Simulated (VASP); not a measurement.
# Al2O3 (P-6m2) in VASP: further runs, part 2 of 2

VASP 6.6.1. Earlier steps stand in the parts before.

## 4. Dielectric tensor, PBE

Input file INCAR:

```
SYSTEM = Al2O3
  PREC = Accurate
  ENCUT = 520
  EDIFF = 1E-8
  ISMEAR = 0
  SIGMA = 0.01
  LREAL = .FALSE.
  LASPH = .TRUE.
  NELM = 100
  ALGO = Normal
  ISIF = 2
  LWAVE = .FALSE.
  LCHARG = .FALSE.
  GGA = PE
  LEPSILON = .TRUE.
```

Input file KPOINTS:

```
Automatic mesh
0
G
  10 10 3
  0 0 0
```

Input file POSCAR:

```
Al2O3
1.0
    2.8843249483      0.0000000000      0.0000000000
   -1.4421624742      2.4978986780      0.0000000000
    0.0000000000      0.0000000000      9.3367544600
Al O
2 3
Direct
    0.0000000000      0.0000000000      0.8500076700
    0.0000000000      0.0000000000      0.1499923300
    0.3333333333      0.6666666667      0.7776830800
    0.6666666667      0.3333333333      0.0000000000
    0.3333333333      0.6666666667      0.2223169200
```

Potentials or basis: VASP PAW PBE potentials, release 64 (Al, O).

The run is started by

```sh
cat potpaw_PBE.64/Al/POTCAR potpaw_PBE.64/O/POTCAR > POTCAR
mpirun -np 1 vasp_std > vasp.out
```

OUTCAR:

```text
SYSTEM = Al2O3
   PREC = Accurate
   ENCUT = 520
   EDIFF = 1E-8
   ISMEAR = 0
   LREAL = .FALSE.
   LASPH = .TRUE.
   NELM = 100
   ISIF = 2
   GGA = PE
   LEPSILON = .TRUE.

 Found     28 irreducible k-points:

 Following reciprocal coordinates:
            Coordinates               Weight
  0.000000  0.000000  0.000000      1.000000
  0.100000  0.000000  0.000000      6.000000
  0.200000  0.000000  0.000000      6.000000
  0.300000 -0.000000  0.000000      6.000000
  0.400000 -0.000000  0.000000      6.000000
  0.500000  0.000000  0.000000      3.000000
   k-points           NKPTS =     28   k-points in BZ     NKDIM =     28   number of bands    NBANDS=     16
   number of dos      NEDOS =    301   number of ions     NIONS =      5
   total plane-waves  NPLWV =  40320
   dimension x,y,z NGX =    24 NGY =   24 NGZ =   70
   dimension x,y,z NGXF=    48 NGYF=   48 NGZF=  140
   ions per type =               2   3
   NGX,Y,Z   is equivalent  to a cutoff of  13.83, 13.83, 12.46 a.u.
   NGXF,Y,Z  is equivalent  to a cutoff of  27.67, 27.67, 24.93 a.u.
 SYSTEM =  Al2O3
   PREC   = accura    normal or accurate (medium, high low for compatibility)
   ISTART =      0    job   : 0-new  1-cont  2-samecut
   ICHARG =      2    charge: 1-file 2-atom 10-const
   ISPIN  =      1    spin polarized calculation?
   LNONCOLLINEAR =      F non collinear calculations
   LSORBIT =      F    spin-orbit coupling
   LASPH  =      T    aspherical Exc in radial PAW
   ENCUT  =  520.0 eV  38.22 Ry    6.18 a.u.   5.36  5.36 17.36*2*pi/ulx,y,z
   NELM   =    100;   NELMIN=  2; NELMDL= -5     # of ELM steps
   EDIFF  = 0.1E-07   stopping-criterion for ELM
   LREAL  =      F    real-space projection
   EDIFFG = 0.1E-06   stopping-criterion for IOM
   NSW    =      0    number of steps for IOM
   IBRION =     -1    ionic relax: 0-MD 1-quasi-New 2-CG
   NFREE  =      0    steps in history (QN), initial steepest desc. (CG)
   ISIF   =      2    stress and relaxation
   ISYM   =      2    0-nonsym 1-usesym 2-fastsym
   POTIM  = 0.5000    time-step for ionic-motion
   TEBEG  =    0.0;   TEEND  =   0.0 temperature during run
   PSTRESS=    0.0 pullay stress
   NELECT =      24.0000    total number of electrons
   NUPDOWN=      -1.0000    fix difference up-down
   EMIN   =  10.00;   EMAX   =-10.00  energy-range for DOS
   EFERMI =   0.00;   METHOD = LEGACY
[... 197 lines left out ...]
  energy without entropy =       -0.34523448

------------------------ aborting loop because EDIFF is reached ----------------------------------------

--------------------------------------- Ionic step        2  -------------------------------------------

------------------------ aborting loop because EDIFF is reached ----------------------------------------

--------------------------------------- Ionic step        3  -------------------------------------------

 Free energy of the ion-electron system (eV)
  ---------------------------------------------------
  ---------------------------------------------------
  free energy    TOTEN  =        -0.19050842 eV

  energy without entropy =       -0.19050842

------------------------ aborting loop because EDIFF is reached ----------------------------------------

 PIEZOELECTRIC TENSOR FIELD DIRECTION 3  (e Angst)
 -----------------------------------------------------------------------------
    -0.00013 -0.00000  0.00000           ( -0.00000  0.00000  0.00000)
     0.00000 -0.00013  0.00000           (  0.00000 -0.00000  0.00000)
     0.00000  0.00000  0.00031           (  0.00000  0.00000 -0.00000)

 PIEZOELECTRIC TENSOR FIELD DIRECTION 3  (C/m^2)
 -----------------------------------------------------------------------------
    -0.00003 -0.00000  0.00000
     0.00000 -0.00003  0.00000
     0.00000  0.00000  0.00007

 MACROSCOPIC STATIC DIELECTRIC TENSOR (including local field effects in DFT)
 ------------------------------------------------------
           2.692312    -0.000000    -0.000000
          -0.000000     2.692312     0.000000
           0.000000    -0.000000     1.943354
 ------------------------------------------------------

 PIEZOELECTRIC TENSOR (including local field effects)  for field in x, y, z        (e  Angst)
          XX          YY          ZZ          XY          YZ          ZX
  --------------------------------------------------------------------------------
  x     0.00000    -0.00000     0.00000    -0.07916     0.00000     0.00000
  y    -0.07916     0.07916    -0.00000    -0.00000     0.00000     0.00000
  z     0.00000     0.00000     0.00000    -0.00000     0.00000     0.00000

 PIEZOELECTRIC TENSOR (including local field effects)  for field in x, y, z        (C/m^2)
          XX          YY          ZZ          XY          YZ          ZX
  --------------------------------------------------------------------------------
  x     0.00000    -0.00000     0.00000    -0.01885     0.00000     0.00000
  y    -0.01885     0.01885    -0.00000    -0.00000     0.00000     0.00000
  z     0.00000     0.00000     0.00000    -0.00000     0.00000     0.00000

 BORN EFFECTIVE CHARGES (including local field effects) (in |e|, cummulative output)
 ---------------------------------------------------------------------------------
 ion    1
    1     3.02675    -0.00000     0.00000
    2    -0.00000     3.02675     0.00000
    3     0.00000     0.00000     1.52347
 ion    2
    1     3.02675    -0.00000    -0.00000
    2    -0.00000     3.02675    -0.00000
    3    -0.00000    -0.00000     1.52347
 ion    3
    1    -1.90512     0.00000     0.00000
    2     0.00000    -1.90512     0.00000
    3     0.00000    -0.00000    -0.91906
 ion    4
    1    -2.24327     0.00000     0.00000
    2     0.00000    -2.24327     0.00000
    3     0.00000     0.00000    -1.20882
 ion    5
    1    -1.90512     0.00000    -0.00000
    2     0.00000    -1.90512     0.00000
    3    -0.00000     0.00000    -0.91906
```

Wall time 2.4 min (1 thread of Intel Xeon 6975P-C (Granite Rapids), shared host); peak memory 0.37 GiB.

The run converged, but some of its settings lie outside the range that counts as converged, so its numbers aren't taken as properties of the crystal.

What came out:

| Quantity | Value |
| --- | --- |
| Band gap on the k mesh | 4.76 eV, indirect (least direct gap 5.01 eV) |
| Electronic dielectric tensor (diagonal) | 2.69, 2.69, 1.94 |
| Born charges (mean of the diagonal) | Al +2.53; O -1.58, -1.90 e |

Caveat: an odd mesh through Γ misses points on the zone boundary, where band edges often lie.

## 5. Dielectric tensor, PBE

INCAR, as its differences from that of step 4:

```diff
@@ -2,3 +2,3 @@
   PREC = Accurate
-  ENCUT = 520
+  ENCUT = 460
   EDIFF = 1E-8
```

Input file KPOINTS:

```
Automatic mesh
0
G
  12 12 4
  0 0 0
```

POSCAR is that of step 4.

Potentials or basis: VASP PAW PBE potentials, release 64 (Al, O).

The run is started by

```sh
cat potpaw_PBE.64/Al/POTCAR potpaw_PBE.64/O/POTCAR > POTCAR
mpirun -np 1 vasp_std > vasp.out
```

OUTCAR:

```text
SYSTEM = Al2O3
   PREC = Accurate
   ENCUT = 460
   EDIFF = 1E-8
   ISMEAR = 0
   LREAL = .FALSE.
   LASPH = .TRUE.
   NELM = 100
   ISIF = 2
   GGA = PE
   LEPSILON = .TRUE.

 Found     57 irreducible k-points:

 Following reciprocal coordinates:
            Coordinates               Weight
  0.000000  0.000000  0.000000      1.000000
  0.083333  0.000000  0.000000      6.000000
  0.166667  0.000000  0.000000      6.000000
  0.250000  0.000000  0.000000      6.000000
  0.333333 -0.000000  0.000000      6.000000
  0.416667  0.000000  0.000000      6.000000
   k-points           NKPTS =     57   k-points in BZ     NKDIM =     57   number of bands    NBANDS=     16
   number of dos      NEDOS =    301   number of ions     NIONS =      5
   total plane-waves  NPLWV =  28000
   dimension x,y,z NGX =    20 NGY =   20 NGZ =   70
   dimension x,y,z NGXF=    40 NGYF=   40 NGZF=  140
   ions per type =               2   3
   NGX,Y,Z   is equivalent  to a cutoff of  11.53, 11.53, 12.46 a.u.
   NGXF,Y,Z  is equivalent  to a cutoff of  23.06, 23.06, 24.93 a.u.
 SYSTEM =  Al2O3
   PREC   = accura    normal or accurate (medium, high low for compatibility)
   ISTART =      0    job   : 0-new  1-cont  2-samecut
   ICHARG =      2    charge: 1-file 2-atom 10-const
   ISPIN  =      1    spin polarized calculation?
   LNONCOLLINEAR =      F non collinear calculations
   LSORBIT =      F    spin-orbit coupling
   LASPH  =      T    aspherical Exc in radial PAW
   ENCUT  =  460.0 eV  33.81 Ry    5.81 a.u.   5.04  5.04 16.33*2*pi/ulx,y,z
   NELM   =    100;   NELMIN=  2; NELMDL= -5     # of ELM steps
   EDIFF  = 0.1E-07   stopping-criterion for ELM
   LREAL  =      F    real-space projection
   EDIFFG = 0.1E-06   stopping-criterion for IOM
   NSW    =      0    number of steps for IOM
   IBRION =     -1    ionic relax: 0-MD 1-quasi-New 2-CG
   NFREE  =      0    steps in history (QN), initial steepest desc. (CG)
   ISIF   =      2    stress and relaxation
   ISYM   =      2    0-nonsym 1-usesym 2-fastsym
   POTIM  = 0.5000    time-step for ionic-motion
   TEBEG  =    0.0;   TEEND  =   0.0 temperature during run
   PSTRESS=    0.0 pullay stress
   NELECT =      24.0000    total number of electrons
   NUPDOWN=      -1.0000    fix difference up-down
   EMIN   =  10.00;   EMAX   =-10.00  energy-range for DOS
   EFERMI =   0.00;   METHOD = LEGACY
[... 195 lines left out ...]

  energy without entropy =       -0.34463980

------------------------ aborting loop because EDIFF is reached ----------------------------------------

--------------------------------------- Ionic step        2  -------------------------------------------

------------------------ aborting loop because EDIFF is reached ----------------------------------------

--------------------------------------- Ionic step        3  -------------------------------------------

 Free energy of the ion-electron system (eV)
  ---------------------------------------------------
  ---------------------------------------------------
  free energy    TOTEN  =        -0.19021936 eV

  energy without entropy =       -0.19021936

------------------------ aborting loop because EDIFF is reached ----------------------------------------

 PIEZOELECTRIC TENSOR FIELD DIRECTION 3  (e Angst)
 -----------------------------------------------------------------------------
    -0.00013  0.00000  0.00000           ( -0.00000  0.00000  0.00000)
     0.00000 -0.00013  0.00000           (  0.00000 -0.00000  0.00000)
    -0.00000  0.00000  0.00049           (  0.00000  0.00000 -0.00000)

 PIEZOELECTRIC TENSOR FIELD DIRECTION 3  (C/m^2)
 -----------------------------------------------------------------------------
    -0.00003  0.00000  0.00000
     0.00000 -0.00003  0.00000
    -0.00000  0.00000  0.00012

 MACROSCOPIC STATIC DIELECTRIC TENSOR (including local field effects in DFT)
 ------------------------------------------------------
           2.690759    -0.000000     0.000000
          -0.000000     2.690759     0.000000
           0.000000     0.000000     1.942792
 ------------------------------------------------------

 PIEZOELECTRIC TENSOR (including local field effects)  for field in x, y, z        (e  Angst)
          XX          YY          ZZ          XY          YZ          ZX
  --------------------------------------------------------------------------------
  x     0.00000    -0.00000    -0.00000    -0.07834     0.00000     0.00000
  y    -0.07834     0.07834    -0.00000    -0.00000     0.00000     0.00000
  z     0.00000     0.00000     0.00000     0.00000     0.00000     0.00000

 PIEZOELECTRIC TENSOR (including local field effects)  for field in x, y, z        (C/m^2)
          XX          YY          ZZ          XY          YZ          ZX
  --------------------------------------------------------------------------------
  x     0.00000    -0.00000    -0.00000    -0.01866     0.00000     0.00000
  y    -0.01866     0.01866    -0.00000    -0.00000     0.00000     0.00000
  z     0.00000     0.00000     0.00000     0.00000     0.00000     0.00000

 BORN EFFECTIVE CHARGES (including local field effects) (in |e|, cummulative output)
 ---------------------------------------------------------------------------------
 ion    1
    1     3.02593    -0.00000     0.00000
    2    -0.00000     3.02593     0.00000
    3    -0.00000     0.00000     1.52714
 ion    2
    1     3.02593    -0.00000    -0.00000
    2    -0.00000     3.02593    -0.00000
    3    -0.00000     0.00000     1.52714
 ion    3
    1    -1.90460     0.00000    -0.00000
    2     0.00000    -1.90460    -0.00000
    3    -0.00000    -0.00000    -0.92145
 ion    4
    1    -2.24265     0.00000     0.00000
    2     0.00000    -2.24265    -0.00000
    3     0.00000     0.00000    -1.21138
 ion    5
    1    -1.90460     0.00000     0.00000
    2     0.00000    -1.90460     0.00000
    3     0.00000     0.00000    -0.92145
```

OSZICAR:

```text
N       E                     dE             d eps       ncg     rms          rms(c)
DAV:   1     0.131359879659E+03    0.13136E+03   -0.11884E+04  1840   0.122E+03
DAV:   2    -0.327296488436E+02   -0.16409E+03   -0.15988E+03  2344   0.283E+02
DAV:   3    -0.408333320245E+02   -0.81037E+01   -0.80918E+01  2432   0.747E+01
[... 12 lines left out ...]
RMM:   9    -0.190252131998E+00   -0.32347E-05   -0.51386E-04  3999   0.128E-02    0.259E-03
RMM:  10    -0.190208077932E+00    0.44054E-04   -0.27580E-05  3936   0.519E-03    0.599E-04
RMM:  11    -0.190210499084E+00   -0.24212E-05    0.45392E-05  4008   0.209E-03    0.392E-04
RMM:  12    -0.190220771156E+00   -0.10272E-04   -0.16471E-05  4036   0.101E-03    0.665E-05
RMM:  13    -0.190219478193E+00    0.12930E-05   -0.11261E-06  3122   0.211E-04    0.127E-05
RMM:  14    -0.190219356756E+00    0.12144E-06    0.45655E-06  1669   0.946E-05    0.322E-06
```

It took 4.3 min on 1 thread of Intel Xeon 6975P-C (Granite Rapids), shared host; peak memory 0.5 GiB.

These settings aren't checked as converged: the numbers below hold their error.

What came out:

```
Band gap on the k mesh                  : 4.78 eV, indirect (least direct gap 5.01 eV)
Electronic dielectric tensor (diagonal) : 2.69, 2.69, 1.94
Born charges (mean of the diagonal)     : Al +2.53; O -1.58, -1.90 e
```

Caveat: the cutoff is under 1.25 times the usual one of these potentials, so pressure, stress and relaxed cells hold a basis-set (Pulay) error.

## 6. For comparison

An earlier run on the cell as given: functional PBE; potentials or basis VASP PAW PBE potentials, release 64 (Al, O); cutoff 520 eV; k mesh 11 × 11 × 3; occupations fermi-dirac, width 0.05 eV; no spin polarisation.

- Pressure: 0.1 GPa
- Largest force: 0.012 eV/Å
- Band gap on the k mesh: 4.77 eV, indirect (least direct gap 5.01 eV)
